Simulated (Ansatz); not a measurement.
Input for Ansatz (plane-wave DFT, PAW):

```yaml
crystal:
  lattice:
    - [3.77537463, 0.06956145, 0.19976022]
    - [0.06956145, 4.12610463, 0.06956145]
    - [0.19976022, 0.06956145, 3.77537463]
  atoms:
    - { symbol: Ti, position: [0.01187945, -0.0214232608, 0.01187945] }
    - { symbol: Pt, position: [0.0036032581, 0.500140131, 0.4750834185] }
    - { symbol: Pt, position: [0.5094338734, 0.0211429988, 0.5094338734] }
    - { symbol: Pt, position: [0.4750834185, 0.500140131, 0.0036032581] }
basis:
  ecutwfc: 420
kpoints:
  mp_grid: { grid: [10, 10, 10] }
hamiltonian:
  xc: pbe
scf:
  occupations: { method: gaussian, width: 0.1 }
output:
  forces: true
  stress: true
  eigenvalues: true
```

Launched with
```bash
ansatz run input.yaml --threads 1 --pin off --max-ram 1331MiB --backend cpu --events-out ev --progress --plain --runs-dir out
```

All numbers below come from DFT PBE, scalar-relativistic, plane waves, PAW in Ansatz.

Abridged output:

```
Pseudopotentials: kind: paw
Pseudopotential: Ti, paw, valence charge 12, recommended cutoff 420 eV (normal)
Pseudopotential: Pt, paw, valence charge 18, recommended cutoff 420 eV (normal)
Functional definition: PBE
Crystal: 4 atoms, lattice volume = 58.612 Å³
Basis set: ecut = 420 eV, 1149 PW (Γ), exchange–correlation on 54×60×54 points (8 copies of the dense FFT grid, shifted against one another)
Bands: 40, of which v1, the nominal top of the filled ones, is band 33 counted from 1 (32 counted from 0)
Symmetry: 2 space group operations
Space group: Cm (ITA 8), of the structure as read, at distance tolerance 3.9e-5 Å
k-points: 282 of 1000 (time reversal used)
Initial density: superposition of atomic densities (neutral atoms: chi_scale 0, normalization atom), corrected by the library's trained network
Initial wavefunctions: pseudopotential atomic-orbital guess
Functional: x = pbe(κ = 0.804, μ = 0.21951497), c = pbe(β = 0.06672455)
SCF iter   1: F=—  HF=-40070.899834 eV  |F-HF|=—  |Δ(HF+E_count)|=         —  Δρ=1.12e-2  dr2=1.09e-1  ethr=1.77e-3  ⟨swp⟩=5.1  Hψ=36419  notcnv=0
SCF iter   2: F=—  HF=-40070.895776 eV  |F-HF|=—  |Δ(HF+E_count)|=   4.06e-3  Δρ=6.12e-3  dr2=3.45e-2  ethr=1.66e-4  ⟨swp⟩=1.2  Hψ=13621  notcnv=0
SCF iter   3: F=—  HF=-40070.893027 eV  |F-HF|=—  |Δ(HF+E_count)|=   2.75e-3  Δρ=5.82e-4  dr2=1.70e-4  ethr=5.23e-5  ⟨swp⟩=1.4  Hψ=11096  notcnv=0
SCF iter   4: F=—  HF=-40070.893052 eV  |F-HF|=—  |Δ(HF+E_count)|=   2.47e-5  Δρ=1.18e-4  dr2=7.90e-6  ethr=2.58e-7  ⟨swp⟩=2.2  Hψ=16129  notcnv=0
SCF iter   5: F=—  HF=-40070.893086 eV  |F-HF|=—  |Δ(HF+E_count)|=   3.47e-5  Δρ=2.49e-5  dr2=3.43e-7  ethr=1.20e-8  ⟨swp⟩=1.2  Hψ=11010  notcnv=0  defer=6
SCF iter   6: F=-40070.893086 eV  HF=-40070.893086 eV  |F-HF|=3.25e-8  |Δ(HF+E_count)|=   1.04e-8  Δρ=6.85e-6  dr2=5.02e-8  ethr=1.52e-10  ⟨swp⟩=7.6  Hψ=40975  notcnv=0
SCF 1 converged in 6 iterations: F = -40070.893086 eV  dr2 = 5.02e-8
SCF converged after 6 iterations
Free energy (F): -40070.893086 eV
Harris-Foulkes:  -40070.893086 eV  (|F-HF|=3.25e-8)
Internal energy: -40070.883930 eV  (E = F + TS)
E sigma→0 (E₀):  -40070.888508 eV
Entropy (-TS):   -0.009156 eV (-2.289 meV/atom)
Fermi energy:    22.844804 eV
--- Per-component energies (eV) ---
  E_band       = -512.095393
  E_kinetic    = 2197.547352
  E_local      = -5248.723664  (includes V_loc(G=0)·N_el)
  E_nonlocal   = 604.045478
  E_hartree    = 2005.617810
  E_xc         = -889.054227
  E_vxc        = -1038.859053  (∫ρ·V_xc dr)
  E_paw        = -29409.730200  (= ΣΔE_a)
  E_vpaw       = -1037.338740  (= ΣTr[D̂ρ^β])
  E_aug_tail   = 0.000702  (compensation charges beyond the density's cutoff)
  E_ewald      = -9330.587182
  E_smearing   = -0.009156  (= −TS)
--- Forces (eV/Å), atoms counted from 1 ---
  atom   1  Ti    -0.36843948     0.38976725    -0.36843948
  atom   2  Pt    -2.63947934     0.23217312     3.07969602
  atom   3  Pt    -0.07178388    -0.85421594    -0.07178388
  atom   4  Pt     3.07969602     0.23217312    -2.63947934
--- Stress (GPa, compression-positive) ---
       31.478430      -4.501448     -28.605722
       -4.501447       4.368858      -4.501447
      -28.605722      -4.501448      31.478430
  P = ⅓ Tr σ = 22.4419 GPa (224.419 kbar)
--- Band table (eV; the first three rows and the last of 282) ---
  k-point 0: bands = ["-76.3130", "-76.1721", "-76.1113", "-35.1533", "-30.8533", "-30.6870", "-30.6589", "-30.4848", "-30.3944", "-30.3291", "-30.3109", "-30.2520", "-30.0804", "-11.4167", "-11.3984", "-11.3787", "12.5563", "15.2453", "15.4366", "15.7994", "15.8635", "15.9893", "16.1878", "18.3253", "18.8651", "20.2046", "20.5839", "21.7234", "22.1183", "22.3874", "22.6365", "23.1432", "23.4927", "24.1968", "24.5233", "24.7090", "24.8533", "25.1845", "25.4555", "25.4844"]
  k-point 1: bands = ["-76.3129", "-76.1712", "-76.1123", "-35.1538", "-30.8409", "-30.6848", "-30.6543", "-30.4855", "-30.3939", "-30.3328", "-30.3115", "-30.2551", "-30.0939", "-11.4176", "-11.4001", "-11.3825", "12.7028", "15.3397", "15.5450", "15.8714", "15.9274", "16.0831", "16.2514", "18.3854", "18.8617", "20.1280", "20.5736", "21.5917", "21.7799", "21.9964", "22.5006", "22.9816", "23.3995", "23.9788", "24.2948", "24.6458", "24.7809", "25.0236", "25.3255", "26.4113"]
  k-point 2: bands = ["-76.3127", "-76.1685", "-76.1152", "-35.1552", "-30.8062", "-30.6783", "-30.6412", "-30.4877", "-30.3927", "-30.3419", "-30.3135", "-30.2633", "-30.1312", "-11.4202", "-11.4055", "-11.3911", "13.1291", "15.6035", "15.8240", "16.0958", "16.1166", "16.3546", "16.4478", "18.5180", "18.8546", "19.9094", "20.4544", "20.8770", "21.2752", "21.5238", "22.0481", "22.5228", "22.8592", "23.4217", "23.8562", "24.2545", "24.4026", "24.8041", "26.4299", "27.6783"]
  k-point 281: bands = ["-76.3113", "-76.1647", "-76.1200", "-35.1508", "-30.8956", "-30.7077", "-30.6511", "-30.5678", "-30.3504", "-30.3271", "-30.3193", "-30.1930", "-30.0689", "-11.4291", "-11.4097", "-11.3941", "14.9160", "15.2394", "15.5804", "15.7058", "17.3191", "18.3024", "18.4325", "18.6157", "18.7899", "19.5141", "20.2379", "20.6214", "21.2595", "21.8763", "21.9979", "22.0161", "22.6813", "22.7709", "22.9605", "23.5914", "24.0993", "24.3681", "24.6417", "24.7341"]
```

The run converged.

Spin–orbit coupling is left out, which can shift energies with elements as heavy as these.